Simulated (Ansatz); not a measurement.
Rock-salt LiI was calculated with revPBE in Ansatz (plane waves, PAW).

Numerical settings: plane-wave cutoff 520 eV, 10×10×10 k mesh, Fermi–Dirac smearing 0.01 eV, scalar-relativistic PAW data made under PBE.

Energies at three volumes about the minimum:

| V (Å³/atom) | E − E_lowest (meV/atom) |
|---|---|
| 28.193 | 0.62 |
| 28.769 | 0.00 |
| 29.344 | 0.59 |

Fit a parabola by hand: where is the minimum, what lattice constant follows, and what is the bulk modulus?

Slopes: (0.00 − 0.62)/(28.769 − 28.193) = -1.076 and (0.59 − 0.00)/(29.344 − 28.769) = 1.026 meV/Å³. Curvature E″ = 2 × (1.026 − (-1.076))/(29.344 − 28.193) = 3.652 meV/Å⁶. From the middle of the first interval, the slope vanishes at V0 = 28.4810 − (-1.076)/3.652 = 28.776 Å³/atom. B = V0 E″ = 28.776 × 3.652 meV/Å³ × 0.1602 GPa per meV/Å³ = 16.8 GPa. With 8 atoms in the cube, a = (8 × 28.776)^(1/3) = 6.129 Å. The full Birch–Murnaghan fit to all volumes gives V0 = 28.767 Å³/atom and B0 = 16.8 GPa.

Measured, for comparison: bulk modulus 24 GPa (0 K, extrapolated to 0 K; as tabulated in Doll and Stoll (1998), arXiv:cond-mat/9801031). Computed (rounded) less measured: bulk modulus -30 %.

Ansatz is a first-principles code.
